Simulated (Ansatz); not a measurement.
# TiO2 (C2/m) in Ansatz: reference runs, part 2 of 2

Ansatz 0.2.0. The steps go on from the part before.

## Step 3: Single point, PBE (atoms moved at random, drawn with an rms of 0.05 Å)

File input.yaml:

```yaml
crystal:
  lattice:
    - [6.1535771931, -1.8834685, 0.0]
    - [6.1535771931, 1.8834685, 0.0]
    - [-1.9283261078, 0.0, 6.3289668713]
  atoms:
    - { symbol: Ti, position: [0.899595, 0.89773, 0.294194] }
    - { symbol: Ti, position: [0.196927, 0.192796, 0.279999] }
    - { symbol: Ti, position: [0.10639, 0.093871, 0.710173] }
    - { symbol: Ti, position: [0.796659, 0.812949, 0.723464] }
    - { symbol: O, position: [0.358678, 0.365363, 0.29249] }
    - { symbol: O, position: [0.263872, 0.256635, 0.652325] }
    - { symbol: O, position: [0.867213, 0.862787, 0.989221] }
    - { symbol: O, position: [0.743749, 0.731615, 0.350347] }
    - { symbol: O, position: [0.933538, 0.944796, 0.629494] }
    - { symbol: O, position: [0.107237, 0.158583, 0.011426] }
    - { symbol: O, position: [0.650638, 0.631997, 0.703946] }
    - { symbol: O, position: [0.052267, 0.064372, 0.373734] }
hamiltonian:
  xc: pbe
  pseudopotentials: { kind: paw }
kpoints:
  mp_grid: { grid: [8, 8, 4] }
scf:
  occupations: { method: fermi_dirac, width: 0.05 }
output:
  forces: true
  stress: true
  eigenvalues: true
  write_density: true
  write_potential: true
  elf: true
  volumetric_format: npy
```

Potentials or basis: Ansatz PAW.

Launch:

```sh
$ ansatz run input.yaml --threads 4 --pin off --max-ram 11264MiB --backend cpu --events-out ev --progress --plain --runs-dir out
```

Output:

```text
Warning: RAYON_NUM_THREADS=4 ignored (pool sized by the plan → 4); use --threads N
Engine: ansatz 0.2.0, aarch64-unknown-linux-gnu
Pseudopotentials: kind: paw
Pseudopotential: Ti, paw, valence charge 12, recommended cutoff 420 eV (normal), Ti.paw.azcp
Pseudopotential: O, paw, valence charge 6, recommended cutoff 420 eV (normal), O.paw.azcp
Functional definition: PBE
  parameter kappa = 0.804
  parameter beta = 0.06672455060314922
  exchange = pbe_x(kappa = kappa, mu = beta*pi^2/3)
  correlation = pbe_c(beta = beta)
Crystal: 12 atoms, lattice volume = 146.706 Å³
Basis set: ecut = 420 eV, 2869 PW (Γ), exchange–correlation on 90×90×90 points (8 copies of the dense FFT grid, shifted against one another)
Bands: 60, of which v1, the nominal top of the filled ones, is band 48 counted from 1 (47 counted from 0)
Symmetry: 1 space group operations
Space group: P1 (ITA 1), of the structure as read, at distance tolerance 5.3e-5 Å
k-points: 132 of 256 (time reversal used)
Non-local potential: Ti, projectors of the file, l = 0: 3, l = 1: 2, l = 2: 3, l = 3: 1
Non-local potential: O, projectors of the file, l = 0: 2, l = 1: 2, l = 2: 1
PAW form: soft (Blöchl's): semilocal exchange-correlation on the pseudo side does not see the compensation charge
PAW one-centre angular grid: Ti, 590 points (default); XC on 64 Gauss nodes
PAW one-centre angular grid: O, 110 points (default); XC on 64 Gauss nodes
Initial density: superposition of atomic densities (neutral atoms: chi_scale 0, normalization atom), corrected by the library's trained network
Initial wavefunctions: pseudopotential atomic-orbital guess
Functional: x = pbe(κ = 0.804, μ = 0.2195149727645171), c = pbe(β = 0.06672455060314922)
SCF iter   1: F=—  HF=-14554.854709 eV  |F-HF|=—  |Δ(HF+E_count)|=         —  Δρ=4.89e-3  dr2=2.59e-2  ethr=1.77e-3  ⟨swp⟩=5.0  Hψ=30264  notcnv=0
preconditioner: auto → Resta (q_TF=auto, 2.542 Å⁻¹)  ε∞=7.5  [insulator: Δε(μ)=2.768 eV  Ē_g=9.648 eV  σ=0.050 eV  W_gap=1.00  n_scr=44 (ndim 8)  ℏωp=24.5 eV  f_vac=0.132  D(μ)=0.00/eV (n_scr^D=0)  ε∞_Penn≈7.5]
SCF iter   2: F=—  HF=-14554.853423 eV  |F-HF|=—  |Δ(HF+E_count)|=   1.29e-3  Δρ=2.76e-3  dr2=7.15e-3  ethr=2.70e-5  ⟨swp⟩=2.2  Hψ=13248  notcnv=0  defer=717
SCF iter   3: F=—  HF=-14554.853190 eV  |F-HF|=—  |Δ(HF+E_count)|=   2.33e-4  Δρ=1.41e-3  dr2=2.59e-3  ethr=7.45e-6  ⟨swp⟩=2.0  Hψ=10945  notcnv=0  defer=717
SCF iter   4: F=—  HF=-14554.853305 eV  |F-HF|=—  |Δ(HF+E_count)|=   1.15e-4  Δρ=2.94e-4  dr2=2.01e-4  ethr=2.70e-6  ⟨swp⟩=2.0  Hψ=10297  notcnv=0  defer=717
SCF iter   5: F=—  HF=-14554.853361 eV  |F-HF|=—  |Δ(HF+E_count)|=   5.55e-5  Δρ=2.40e-4  dr2=1.08e-4  ethr=2.10e-7  ⟨swp⟩=2.0  Hψ=10616  notcnv=0  defer=717
SCF iter   6: F=—  HF=-14554.853374 eV  |F-HF|=—  |Δ(HF+E_count)|=   1.36e-5  Δρ=8.18e-5  dr2=1.67e-5  ethr=1.13e-7  ⟨swp⟩=2.0  Hψ=10375  notcnv=0  defer=717
SCF iter   7: F=—  HF=-14554.853760 eV  |F-HF|=—  |Δ(HF+E_count)|=   3.86e-4  Δρ=5.49e-5  dr2=4.27e-6  ethr=1.74e-8  ⟨swp⟩=2.0  Hψ=13011  notcnv=0  defer=717
SCF iter   8: F=—  HF=-14554.853762 eV  |F-HF|=—  |Δ(HF+E_count)|=   2.26e-6  Δρ=2.76e-5  dr2=1.29e-6  ethr=4.44e-9  ⟨swp⟩=2.0  Hψ=10581  notcnv=0  defer=717
SCF iter   9: F=—  HF=-14554.853763 eV  |F-HF|=—  |Δ(HF+E_count)|=   3.68e-7  Δρ=9.37e-6  dr2=1.75e-7  ethr=1.34e-9  ⟨swp⟩=2.0  Hψ=10382  notcnv=0  defer=717
SCF iter  10: F=—  HF=-14554.853763 eV  |F-HF|=—  |Δ(HF+E_count)|=   1.30e-7  Δρ=8.05e-6  dr2=1.08e-7  ethr=1.04e-10  ⟨swp⟩=14.0  Hψ=53467  notcnv=0
SCF iter  11: F=-14554.853763 eV  HF=-14554.853763 eV  |F-HF|=6.25e-9  |Δ(HF+E_count)|=   1.81e-8  Δρ=2.80e-6  dr2=1.46e-8  ethr=1.04e-10  ⟨swp⟩=8.1  Hψ=45732  notcnv=0
SCF 1 converged in 11 iterations: F = -14554.853763 eV  dr2 = 1.46e-8
SCF converged after 11 iterations
Free energy (F): -14554.853763 eV
Harris-Foulkes:  -14554.853763 eV  (|F-HF|=6.25e-9)
Internal energy: -14554.853763 eV  (E = F + TS)
E sigma→0 (E₀):  -14554.853763 eV
Fermi energy:    7.543014 eV
--- Per-component energies (eV) ---
  E_band       = -995.543599
  E_kinetic    = 2490.000668
  E_local      = -8025.522649  (includes V_loc(G=0)·N_el)
  E_nonlocal   = 394.616721
  E_hartree    = 3171.749653
  E_xc         = -983.509190
  E_vxc        = -1245.219289  (∫ρ·V_xc dr)
  E_paw        = -5444.743086  (= ΣΔE_a)
  E_vpaw       = -952.938511  (= ΣTr[D̂ρ^β])
  E_aug_tail   = 0.020264  (compensation charges beyond the density's cutoff)
  E_ewald      = -6157.466144
  E_smearing   = -0.000000  (= −TS)
  E_closure    = -0.000000  (closes the sum)
  Σ components = -14554.853763   (vs F -14554.853763, Δ=0.00e0)
--- Forces (eV/Å), atoms counted from 1 ---
  atom   1  Ti     0.28662359     0.04349606     0.02191381
  atom   2  Ti    -0.10427711     0.04108410     1.41536244
  atom   3  Ti    -0.01431726     0.07402235    -0.26604379
  atom   4  Ti    -0.03150628    -0.31251977    -1.74590245
  atom   5  O      0.05179724    -0.28105690    -0.14189887
  atom   6  O      0.17003295     0.11333670     0.28894294
  atom   7  O      0.16842961     0.06119321     2.24589495
  atom   8  O      0.00931574     0.41242626    -0.46038292
  atom   9  O      0.93633686    -0.13944926     0.01641063
  atom  10  O     -0.09918086    -0.37594270    -1.52611249
  atom  11  O     -0.98986207     0.52652537     0.30527409
  atom  12  O     -0.38337892    -0.16311867    -0.15346078
  max |Σ_I F_I| component: 1.35e-5 eV/Å
--- Stress (GPa, compression-positive) ---
       -0.638852      -0.383030       0.903320
       -0.383030      -1.368282      -0.249256
        0.903320      -0.249256       3.309032
  P = ⅓ Tr σ = 0.4340 GPa (4.340 kbar)
--- Band table (eV; the first three rows and the last of 132) ---
  k-point 0: bands = ["-50.1296", "-50.0836", "-49.7257", "-49.4731", "-26.4791", "-26.4052", "-26.3630", "-26.3275", "-26.3115", "-26.2958", "-26.1429", "-25.9763", "-25.9460", "-25.9382", "-25.7707", "-25.6902", "-11.1876", "-10.5105", "-10.0510", "-9.9249", "-9.8712", "-9.8338", "-9.6696", "-9.5347", "2.0506", "2.1457", "2.2949", "2.4028", "2.7485", "2.8865", "2.9447", "3.1450", "3.3556", "3.6507", "4.1056", "4.2851", "4.4389", "4.7034", "4.8300", "4.8336", "4.9358", "5.0524", "5.3133", "5.3460", "5.4088", "5.4943", "5.8658", "5.8991", "8.9006", "9.2013", "9.4668", "9.5255", "9.5795", "10.0478", "10.5902", "10.6866", "10.7950", "10.8285", "11.1766", "11.3748"]
  k-point 1: bands = ["-50.1296", "-50.0836", "-49.7257", "-49.4731", "-26.4780", "-26.4050", "-26.3558", "-26.3275", "-26.3104", "-26.2957", "-26.1494", "-25.9764", "-25.9497", "-25.9382", "-25.7707", "-25.6902", "-11.1357", "-10.5362", "-10.1106", "-9.9055", "-9.8617", "-9.8314", "-9.6862", "-9.5208", "2.0726", "2.1097", "2.2741", "2.2995", "2.8130", "2.9101", "3.0431", "3.2361", "3.3849", "3.4968", "4.1773", "4.4632", "4.4816", "4.5690", "4.6414", "4.8816", "5.0380", "5.1065", "5.1950", "5.2956", "5.4426", "5.6031", "5.7431", "5.8403", "8.9539", "9.1820", "9.4636", "9.5522", "9.5907", "10.0137", "10.5159", "10.6383", "10.7828", "10.8130", "11.2294", "11.3859"]
  k-point 2: bands = ["-50.1296", "-50.0836", "-49.7257", "-49.4732", "-26.4775", "-26.4048", "-26.3468", "-26.3276", "-26.3092", "-26.2956", "-26.1577", "-25.9765", "-25.9530", "-25.9383", "-25.7707", "-25.6902", "-11.0756", "-10.5703", "-10.1532", "-9.9064", "-9.8528", "-9.8296", "-9.6992", "-9.5062", "2.0384", "2.1075", "2.2347", "2.2836", "2.8651", "2.9076", "3.0444", "3.2318", "3.5831", "3.6409", "4.0613", "4.2991", "4.4722", "4.5553", "4.5796", "4.8945", "5.0609", "5.1940", "5.2334", "5.3148", "5.4904", "5.5626", "5.6519", "5.8137", "9.0298", "9.1334", "9.4690", "9.5522", "9.6079", "9.9678", "10.5181", "10.6173", "10.7022", "10.7971", "10.9898", "11.4150"]
  k-point 131: bands = ["-50.1295", "-50.0835", "-49.7258", "-49.4732", "-26.4663", "-26.3853", "-26.3491", "-26.3278", "-26.3078", "-26.2959", "-26.1565", "-25.9970", "-25.9526", "-25.9379", "-25.7852", "-25.6900", "-10.8630", "-10.6331", "-10.1179", "-10.0967", "-9.8775", "-9.8072", "-9.6593", "-9.5625", "2.1663", "2.2058", "2.3207", "2.5235", "2.6097", "2.7852", "2.8092", "3.3596", "3.5756", "3.7356", "4.2106", "4.3038", "4.3368", "4.4459", "4.6492", "4.8733", "4.9048", "4.9814", "5.0984", "5.2199", "5.4214", "5.8428", "5.8951", "5.9379", "9.1253", "9.1762", "9.4825", "9.5079", "9.5870", "9.8313", "10.4158", "10.7146", "10.7358", "10.9405", "11.1691", "11.3093"]
```

Wall time 54 s (4 threads of Arm Neoverse V1, shared host); peak memory 1.1 GiB.

Results:

* Free energy: -14554.8538 eV
* Pressure: 0.4 GPa
* Largest force: 2.253 eV/Å
* Band gap on the k mesh: 2.81 eV, indirect (least direct gap 2.98 eV)

Forces on the atoms (eV/Å):
```
Ti   0.287  0.043  0.022
Ti  -0.104  0.041  1.415
Ti  -0.014  0.074 -0.266
Ti  -0.032 -0.313 -1.746
O    0.052 -0.281 -0.142
O    0.170  0.113  0.289
O    0.168  0.061  2.246
O    0.009  0.412 -0.460
O    0.936 -0.139  0.016
O   -0.099 -0.376 -1.526
O   -0.990  0.527  0.305
O   -0.383 -0.163 -0.153
```

Levels at points of the mesh, in eV from the valence-band top:
| k point | band 45 | band 46 | band 47 | band 48 | band 49 | band 50 | band 51 | band 52 |
| --- | --- | --- | --- | --- | --- | --- | --- | --- |
| (0.00, 0.00, 0.00) | -0.68 | -0.59 | -0.22 | -0.19 | 2.81 | 3.11 | 3.38 | 3.44 |
| (0.00, 0.00, -0.50) | -0.60 | -0.52 | -0.43 | -0.27 | 2.94 | 3.05 | 3.38 | 3.47 |
| (0.00, -0.50, 0.00) | -0.72 | -0.31 | -0.25 | -0.07 | 3.15 | 3.30 | 3.55 | 3.68 |
| (0.00, -0.50, -0.50) | -0.60 | -0.49 | -0.11 | 0.00 | 3.20 | 3.23 | 3.41 | 3.69 |
| (-0.50, 0.00, 0.00) | -0.77 | -0.30 | -0.17 | -0.13 | 3.19 | 3.34 | 3.63 | 3.74 |
| (-0.50, 0.00, -0.50) | -0.58 | -0.55 | -0.10 | -0.03 | 3.23 | 3.28 | 3.53 | 3.72 |
| (-0.50, -0.50, 0.00) | -0.74 | -0.49 | -0.30 | -0.07 | 2.94 | 3.00 | 3.48 | 3.55 |
| (-0.50, -0.50, -0.50) | -0.67 | -0.24 | -0.19 | -0.15 | 3.04 | 3.09 | 3.40 | 3.42 |

Caveat: the pressure holds a Pulay correction of +0.6 GPa for the finite cutoff.
